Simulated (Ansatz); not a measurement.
The system is In.

```
In
1.0
     3.33548    0.00000    0.00000
    -1.66774    2.88861    0.00000
     0.00000    0.00000    5.50914
In
2
Direct
  0.66667 0.33333 0.75000
  0.33333 0.66667 0.25000
```

This isn't the form of In at room conditions, which is tetragonal.

```yaml
Program: Ansatz 0.2.0
Task: relaxation of cell and atoms
Functional: PBEsol
Potentials_or_basis: Ansatz PAW
Cutoff: "420 eV (not typed: the program's choice for these potentials)"
k_mesh: 9 × 9 × 5
Occupations: fermi-dirac, width 0.05 eV
Spin: no spin polarisation
```

At the start: volume 26.54 Å³/atom.

Q: Where does the relaxation end?

A: It ends after 6 steps and the volume is 25.60 Å³/atom (-3.6 %); space group P6_3/mmc (No. 194, to 0.05 Å).

Step by step:
```
step  energy change (eV)  largest force (eV/Å)  volume (Å³)
   1              0.0000                0.0000        53.08
   2             -0.0089                0.0000        51.36
   3             -0.0097                0.0000        51.13
   4             -0.0097                0.0000        51.17
   5             -0.0097                0.0000        51.19
   6             -0.0092                0.0000        51.19
```

Final structure:
```xyz
2
Lattice="3.3093 0.0000 0.0000 -1.6547 2.8660 0.0000 0.0000 0.0000 5.3975" Properties=species:S:1:pos:R:3 pbc="T T T"
In    1.6547    0.9553    4.0482
In    0.0000    1.9106    1.3494
```

Caveat: the plane-wave basis is chosen anew once the cell has moved, so the energies of steps on either side of that aren't comparable; the PAW data sets come from PBE, with cores solved anew for the run's functional, which leaves a small shift of forces and pressure.
